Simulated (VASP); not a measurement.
Ta:

```
Ta
1.0
     2.86693    0.00000    0.00000
    -1.43347    2.48283    0.00000
     0.00000    0.00000    5.09332
Ta
2
Direct
  0.33333 0.66667 0.25000
  0.66667 0.33333 0.75000
```

This isn't the form of Ta at room conditions, which is bcc.

Base run:

- Program: VASP 6.6.1
- Functional: PBEsol
- Potentials or basis: VASP PAW PBE potentials, release 64 (Ta_pv)
- Cutoff: 900 eV
- k mesh: 18 × 18 × 10
- Occupations: gaussian, width 0.1 eV
- Spin: no spin polarisation

Its results: band gap on the k mesh none (metal or under the smearing width); pressure 0.0 GPa.

After a change of settings the same cell gave: band gap on the k mesh none (metal or under the smearing width); pressure 0.9 GPa. Which change was it?
A. functional from PBEsol to r2SCAN; cutoff from 900 eV to 520 eV; further incar settings from ALGO = Fast; EDIFF = 1e-06 to ALGO = Normal; EDIFF = 1e-06
B. cutoff from 900 eV to 520 eV; occupations from gaussian, width 0.1 eV to gaussian, width 0.5 eV
C. cutoff from 900 eV to 520 eV; k mesh from 18 × 18 × 10 to 27 × 27 × 12
D. cutoff from 900 eV to 700 eV

B.

Caveats: the PAW data sets were made with another functional, which shifts forces and pressure a little.

Not every run made on this cell is shown here.
